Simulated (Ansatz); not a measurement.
AlAs (F-43m) under pressure

```
CELL_PARAMETERS angstrom
2.83733 2.83733 0.00000
-2.83733 2.83733 0.00000
0.00000 2.83733 2.83733
ATOMIC_POSITIONS crystal
Al 0.00000 0.00000 0.00000
As 0.75000 0.25000 0.50000
```

This is the zero-pressure cell under PBEsol. Cell and atoms are relaxed by PAW (default files of Ansatz 0.2.0, cutoff 420 eV, stress met within about 0.05 GPa) at each pressure, in this structure whether or not another phase would take over; P is the pressure reached, less that of this cell. Levels come from PBEsol, all-electron LAPW in Ansatz 0.2.0, with spin-orbit coupling; k mesh 8×8×8, fixed occupations, basis error target 0.5 meV/atom. Conduction levels are in eV over the valence top (at Γ), at fixed fractional wave vectors. Zone-centre phonons come from finite displacements by PAW, without the LO-TO term.

| P (GPa) | V/V₀ | X | Γ | L | T2 TO (cm⁻¹) |
| --- | --- | --- | --- | --- | --- |
| -1.98 | 1.0295 | 1.292 | 1.587 | 1.849 | 341.3 |
| 0.00 | 1.0000 | 1.244 | 1.809 | 1.954 | 353.0 |
| 2.00 | 0.9742 | 1.198 | 2.012 | 2.051 | 363.9 |
| 3.99 | 0.9515 | 1.154 | 2.198 | 2.139 | 373.8 |
| 6.98 | 0.9218 | 1.093 | 2.451 | 2.260 | 387.6 |
| 9.97 | ? | ? | ? | ? | ? |
| 15.01 | 0.8596 | 0.946 | 3.024 | 2.533 | 419.4 |

Problem. Fit the third-order Birch-Murnaghan equation to the rows shown.

Solution. With f = [(V₀/V)^(2/3) − 1]/2, the normalised pressure F = P/[3f(1 + 2f)^(5/2)] is 72.0 GPa at f = -0.0096, 72.4 GPa at f = 0.0088, 72.6 GPa at f = 0.0169, 72.9 GPa at f = 0.0279, 73.2 GPa at f = 0.0531. The line F = B₀[1 + (3/2)(B′ − 4)f] gives B₀ = 72.3 GPa and B′ = 4.2.

Problem. What are the volume deformation potentials and pressure coefficients of these levels at zero pressure?

Solution. 

```
level  dE/dlnV (eV)  dE/dP = −(dE/dlnV)/B₀ (meV/GPa)  mean slope up to 2.0 GPa (meV/GPa)
    X          1.72                            -23.8                               -23.1
    Γ         -7.69                            106.5                               101.7
    L         -3.66                             50.6                                48.4
```

dE/dlnV is the slope of a cubic fit in ln V at V₀. The last column is read from two rows and shows how the slope bends with pressure.

Problem. What mode Grüneisen parameters follow?

Solution. γ = −d ln ω/d ln V at V₀ from a quadratic fit in ln V: T2 1.16.

Problem. What belongs in the row at 9.97 GPa?

Solution. The fits give V/V₀ = 0.8961 and X = 1.035 eV. Computed: V/V₀ = 0.8962, X = 1.036, Γ = 2.680, L = 2.369, T2 TO (cm⁻¹) = 400.2.

Caveats: no other phase was computed; many crystals of this kind change structure within this range, and rows or crossings beyond such a change describe a metastable lattice; the frozen-core PAW files of the relaxations were fitted under PBE, their cores solved anew for this functional; semilocal gaps are low, and the spacing of valleys can be off by tenths of an eV; levels are read at fixed fractional k, so an edge that moves off these points is missed.
